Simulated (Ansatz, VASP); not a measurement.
## I in VASP and in Ansatz

Contents of INCAR:

```
ALGO = Normal
EDIFF = 1E-6
ENCUT = 520
GGA = PS
ISIF = 2
ISMEAR = -1
LASPH = True
LCHARG = False
LREAL = False
LWAVE = False
NBANDS = 10
NELM = 60
PREC = Accurate
SIGMA = 0.05
```

The input KPOINTS:

```
k-points
0
Gamma
  14 14 14
```

POSCAR

```
I
1.0
    0.0000000000      1.9271954687      1.9271954687
    1.9271954687      0.0000000000      1.9271954687
    1.9271954687      1.9271954687      0.0000000000
I
1
Direct
    0.0000000000      0.0000000000      0.0000000000
```

Input for Ansatz:

```yaml
crystal:
  lattice:
    - [0.0, 1.9271954687, 1.9271954687]
    - [1.9271954687, 0.0, 1.9271954687]
    - [1.9271954687, 1.9271954687, 0.0]
  atoms:
    - { symbol: I, position: [0.0, 0.0, 0.0] }
kpoints:
  mp_grid: { grid: [14, 14, 14] }
scf:
  occupations: { method: fermi_dirac, width: 0.05 }
hamiltonian:
  xc: pbesol
  pseudopotentials: { kind: all_electron, lapw: { basis_error: 0.001 } }
output:
  forces: true
  stress: true
  eigenvalues: true
  populations: true
```

Change from the starting cell: volume scaled by 0.45, LAPW.

Alike in both runs: task single point; functional PBEsol; k mesh 14 × 14 × 14; occupations fermi-dirac, width 0.05 eV; no spin polarisation.

```csv
,VASP,Ansatz
version,VASP 6.6.1,Ansatz 0.2.0
potentials or method,"VASP PAW PBE potentials, release 64 (I)","all-electron LAPW, scalar-relativistic"
plane-wave cutoff (eV),520,see its input
```

|  | VASP | Ansatz | Ansatz less VASP |
| --- | --- | --- | --- |
| pressure (GPa) | 193.8 | 193.0 | -0.87 |

Ansatz ran all-electron here, so the differences hold the error of VASP's frozen core and of both bases.

Caveats: the cell as given lies far from equilibrium; so large a pressure means that the cell lies far from this level's equilibrium, or that cutoff or potentials fall short (VASP); the potentials were made for another functional, which shifts forces and pressure (VASP); an odd number of electrons without spin polarisation forces a metal; a magnetic or distorted state may lie lower. Spin-orbit coupling is left out, which matters for the levels of I.
